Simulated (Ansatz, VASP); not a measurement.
Given: the input of a run of Ansatz 0.2.0 on BN.

The input input.yaml:

```yaml
crystal:
  lattice:
    - [0.0, 1.813001, 1.813001]
    - [1.813001, 0.0, 1.813001]
    - [1.813001, 1.813001, 0.0]
  atoms:
    - { symbol: "N", position: [0.25, 0.25, 0.25] }
    - { symbol: B, position: [0.0, 0.0, 0.0] }
hamiltonian:
  xc: pbe
  pseudopotentials: { kind: paw }
kpoints:
  mp_grid: { grid: [13, 13, 13] }
  band_path:
    path:
      - [[0.0, 0.0, 0.0], [0.5, 0.0, 0.5], [0.5, 0.25, 0.75], [0.375, 0.375, 0.75], [0.0, 0.0, 0.0], [0.5, 0.5, 0.5], [0.625, 0.25, 0.625], [0.5, 0.25, 0.75], [0.5, 0.5, 0.5], [0.375, 0.375, 0.75]]
      - [[0.625, 0.25, 0.625], [0.5, 0.0, 0.5]]
    npoints: 14
scf:
  occupations: { method: fermi_dirac, width: 0.05 }
  n_extra_bands: 6
output:
  forces: true
  stress: true
  eigenvalues: true
  fatbands: false
```

Potentials or basis: Ansatz PAW.

Launch:

```sh
$ ansatz run input.yaml --threads 2 --pin off --max-ram 5632MiB --backend cpu --events-out ev --progress --plain --runs-dir out
```

Question: Set up the same calculation for VASP 6.6.1. Potentials there: VASP PAW PBE potentials, release 54 (N, B).

Answer: As run (the cutoff follows the program's own potentials):

INCAR

```
ALGO = Normal
EDIFF = 1E-6
ENCUT = 520
GGA = PE
ISIF = 2
ISMEAR = -1
LASPH = T
LCHARG = F
LREAL = F
LWAVE = F
NELM = 100
PREC = Accurate
SIGMA = 0.05
```

The input KPOINTS:

```
k-points
0
Gamma
  13 13 13
```

The input POSCAR:

```
BN
1.0
    0.0000000000      1.8130010000      1.8130010000
    1.8130010000      0.0000000000      1.8130010000
    1.8130010000      1.8130010000      0.0000000000
N B
1 1
Direct
    0.2500000000      0.2500000000      0.2500000000
    0.0000000000      0.0000000000      0.0000000000
```

The input KPOINTS_OPT:

```
path GXWKGLUWLK,UX
20
line-mode
reciprocal
 0.0000000000  0.0000000000  0.0000000000  G
 0.5000000000  0.0000000000  0.5000000000  X

 0.5000000000  0.0000000000  0.5000000000  X
 0.5000000000  0.2500000000  0.7500000000  W

 0.5000000000  0.2500000000  0.7500000000  W
 0.3750000000  0.3750000000  0.7500000000  K

 0.3750000000  0.3750000000  0.7500000000  K
 0.0000000000  0.0000000000  0.0000000000  G

 0.0000000000  0.0000000000  0.0000000000  G
 0.5000000000  0.5000000000  0.5000000000  L

 0.5000000000  0.5000000000  0.5000000000  L
 0.6250000000  0.2500000000  0.6250000000  U

 0.6250000000  0.2500000000  0.6250000000  U
 0.5000000000  0.2500000000  0.7500000000  W

 0.5000000000  0.2500000000  0.7500000000  W
 0.5000000000  0.5000000000  0.5000000000  L

 0.5000000000  0.5000000000  0.5000000000  L
 0.3750000000  0.3750000000  0.7500000000  K

 0.6250000000  0.2500000000  0.6250000000  U
 0.5000000000  0.0000000000  0.5000000000  X
```

Potentials or basis: VASP PAW PBE potentials, release 54 (N, B).

The run is started by

```sh
$ cat potpaw_PBE.54/N/POTCAR potpaw_PBE.54/B/POTCAR > POTCAR
$ mpirun -np 1 vasp_std > vasp.out
```

Both were run:

|  | VASP | Ansatz | Ansatz less VASP |
| --- | --- | --- | --- |
| gap on the k mesh at the Fermi level (eV) | 4.52 | 4.54 | +0.012 |
| least direct gap on the mesh (eV) | 8.78 | 8.79 | +0.011 |
| gap along the band path (eV) | 4.45 | 4.46 | +0.012 |
| pressure (GPa) | -0.2 | -0.4 | -0.24 |

Caveats: the k mesh misses the band edges, so the gap on the mesh is wider than the one along the path (Ansatz); the pressure holds a Pulay correction of +1.1 GPa for the finite cutoff (Ansatz). Expect the measured gap to be larger: semilocal functionals such as PBE lack the derivative discontinuity.
